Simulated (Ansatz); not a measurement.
An ordered 6-atom cell of SiC2 on the diamond lattice (P-3m1) was put through Ansatz (plane waves). The geometry is the r2SCAN minimum.

The cell:
```
CELL_PARAMETERS angstrom
2.93757 0.00000 0.00000
-1.46878 2.54401 0.00000
0.00000 0.00000 7.22610
ATOMIC_POSITIONS crystal
C 0.00000 0.00000 0.88865
C 0.66667 0.33333 0.53529
Si 0.33333 0.66667 0.20369
Si 0.66667 0.33333 0.79631
C 0.33333 0.66667 0.46471
C 0.00000 0.00000 0.11135
```

The output, standing remarks left out:
```
Functional definition: r2SCAN
Crystal: 6 atoms, lattice volume = 54.002 Å³
Basis set: ecut = 500 eV, 1395 PW (Γ)
Bands: 18, of which v1, the nominal top of the filled ones, is band 12 counted from 1 (11 counted from 0)
Symmetry: 12 space group operations
k-points: 95 of 324 (irreducible under 2 space group operations, time reversal used)
preconditioner: auto → none  [insulator: Δε(μ)=2.096 eV  ℏωp=24.8 eV]
SCF 1 converged in 9 iterations: F = -2282.417088 eV  dr2 = 2.53e-11
SCF 1 converged in 4 iterations: F = -2282.406458 eV  dr2 = 5.72e-9
SCF converged after 9 iterations
Free energy (F): -2282.417088 eV
Fermi energy:    10.962795 eV
--- Band table (eV; the first three rows and the last of 95) ---
  k-point 0: bands = […, 8.0835, 8.2413, 8.2413, 10.3290, 10.9628, 10.9628, 13.2224, 14.9337, 14.9337, 15.2841, …]
  k-point 1: bands = […, 8.0367, 8.3029, 8.3029, 9.5239, 10.9209, 10.9209, 13.2999, 14.9992, 14.9992, 15.4247, …]
  k-point 2: bands = […, 8.0055, 8.3492, 8.3492, 8.4978, 10.8794, 10.8794, 13.3477, 15.0648, 15.0648, 15.5369, …]
  k-point 94: bands = […, 3.8693, 4.5856, 5.8583, 6.3391, 7.5541, 7.8479, 14.2198, 15.7422, 16.4763, 17.4779, …]
--- Dielectric response (ions clamped): 3 representative field directions + reference, inside a basis on a mesh of 400 k-points ---
  ε∞ (high-frequency dielectric tensor):
        6.923966     0.000000     0.000000
        0.000000     6.923966     0.000000
        0.000000     0.000000     6.738092
  Born effective charges Z* (e; rows j = field, columns β = displacement):
    site 0:
        -2.16002    0.00000    0.00000
         0.00000   -2.16002    0.00000
         0.00000    0.00000   -1.59264
    site 1:
        -0.40349    0.00000    0.00000
         0.00000   -0.40349    0.00000
         0.00000    0.00000   -0.83236
    site 2:
         2.56351    0.00000    0.00000
         0.00000    2.56351    0.00000
         0.00000    0.00000    2.42500
    site 3:
         2.56351    0.00000    0.00000
         0.00000    2.56351    0.00000
         0.00000    0.00000    2.42500
    site 4:
        -0.40349    0.00000    0.00000
         0.00000   -0.40349    0.00000
         0.00000    0.00000   -0.83236
    site 5:
        -2.16002    0.00000    0.00000
         0.00000   -2.16002    0.00000
         0.00000    0.00000   -1.59264
  ε∞ is read to err by 2.3e-2, Z* by 1.2e-2 e
```

**Question.** Which of these blocks stood in the input: relax, gw, phonons, dielectric, magnetization (spin_orbit)?

**Answer.** dielectric. A response with clamped ions alone is the dielectric block.

**Question.** Which k mesh was typed?

**Answer.** 9×9×4, Γ-centred. The answer isn't unique; the calculation gave this one.

**Question.** How were the bands filled?

**Answer.** Fixed occupations.

Command: `ansatz run input.yaml --threads 4 --pin off --max-ram 6451MiB --backend cpu --events-out ev --progress --plain --runs-dir out`. It took 77 s on 4 threads of Arm Neoverse V1, with other jobs on the host; peak host memory 1.2 GiB.

(Calculated; spin-unpolarised; the phase may be known or hypothetical.)
